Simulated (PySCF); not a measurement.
Structure problem from calculated spectra and properties.

Elements present: C, H and N. Monoisotopic mass: 68.0374 u.

| Item | Value |
| --- | --- |
| Dipole | 3.80 D [wB97X-D/def2-SVPD] |
| Polarisability | 46.0 au [wB97X-D/def2-SVPD] |
| Couplings | largest of the computed one-bond spin–spin couplings (means over like bonds): 13C–1H +213.7, 13C–1H +197.1, 13C–1H +192.5, 15N–1H -100.1, 13C–13C +75.0, 15N–13C -17.3, 15N–13C -11.8, 15N–13C +2.5 Hz [B3LYP/pcJ-1] |
| 1H NMR | chemical shifts (computed TMS as zero) by class: 8.40 (1 H), 7.43 (1 H), 7.37 (1 H), 6.97 (1 H) ppm [GIAO PBE0/pcSseg-1] |
| NMR, other nuclei | isotropic shieldings of nuclei other than C and H, by class: -35 (1 N), 90 (1 N) ppm [GIAO PBE0/pcSseg-1] |
| UV, strongest line | among the 8 lowest singlet transitions: S2 at 6.76 eV (183 nm, f = 0.165) [TDDFT wB97X-D/def2-SVPD] |
| Rotational structure | rotational constants A, B, C: 9.955, 9.526, 4.868 GHz [GFN2-xTB] |
| 13C NMR | chemical shifts (computed TMS as zero) by class: 136.3 (1 C), 134.8 (1 C), 118.1 (1 C) ppm [GIAO PBE0/pcSseg-1] |

The electronic properties come from PySCF, for the isolated species, density fitting. Levels stand in brackets. Isolated species at its GFN2-xTB geometry, gas phase. Each NMR value is the plain mean over a class of atoms that symmetry, rotation or inversion makes alike.

Q: Which formula fits the mass and the elements?

A: C3H4N2 (calculated 68.0374). No other formula that holds each of these elements comes within 0.0003 u with a fitting electron parity and a possible valence count.

Q: Propose a structure and show how it fits.

A: Numbering: `[cH:1]1[cH:2][nH:3][cH:4][n:5]1`. Its formula, C3H4N2, gives 3 degrees of unsaturation: 1 ring and 2 π bonds in the structure found (Kekulé form). 3 carbons fall into 3 classes; from least to most shielded: aromatic CH next to a ring nitrogen [C4] (136.3 ppm), aromatic CH next to a ring nitrogen [C1] (134.8 ppm), aromatic CH next to a ring nitrogen [C2] (118.1 ppm). Hydrogen classes from least to most shielded: 1 H on a pyrrole-type nitrogen, N3 (8.40 ppm), 1 H on an aromatic CH next to a ring nitrogen, C4 (7.43 ppm), 1 H on an aromatic CH next to a ring nitrogen, C1 (7.37 ppm), 1 H on an aromatic CH next to a ring nitrogen, C2 (6.97 ppm). The other shieldings belong to: -35 ppm, pyridine-type nitrogen [N5]; 90 ppm, pyrrole-type nitrogen [N3]. The couplings run between: +213.7 Hz, aromatic CH next to a ring nitrogen [C4] and its hydrogen; +197.1 Hz, aromatic CH next to a ring nitrogen [C1] and its hydrogen; +192.5 Hz, aromatic CH next to a ring nitrogen [C2] and its hydrogen; -100.1 Hz, pyrrole-type nitrogen [N3] and its hydrogen; +75.0 Hz, aromatic CH next to a ring nitrogen [C1] and aromatic CH next to a ring nitrogen [C2]; -17.3 Hz, pyrrole-type nitrogen [N3] and aromatic CH next to a ring nitrogen [C2]; -11.8 Hz, pyrrole-type nitrogen [N3] and aromatic CH next to a ring nitrogen [C4]; +2.5 Hz, pyridine-type nitrogen [N5] and aromatic CH next to a ring nitrogen [C1]. The optimised geometry has point group Cs and is an asymmetric top. Structure: imidazole, `c1c[nH]cn1`. Computed isomers that give other values at the same levels: `N#C/C=C\N` (rotational constant A: 13.295 GHz; this holds for the one conformer computed); `c1cn[nH]c1` (13C chemical shifts (computed TMS as zero) by class: 142.8 (1 C), 130.3 (1 C), 110.3 (1 C) ppm). The assignments are read from this structure; whether some other isomer fits the data as well wasn't checked.
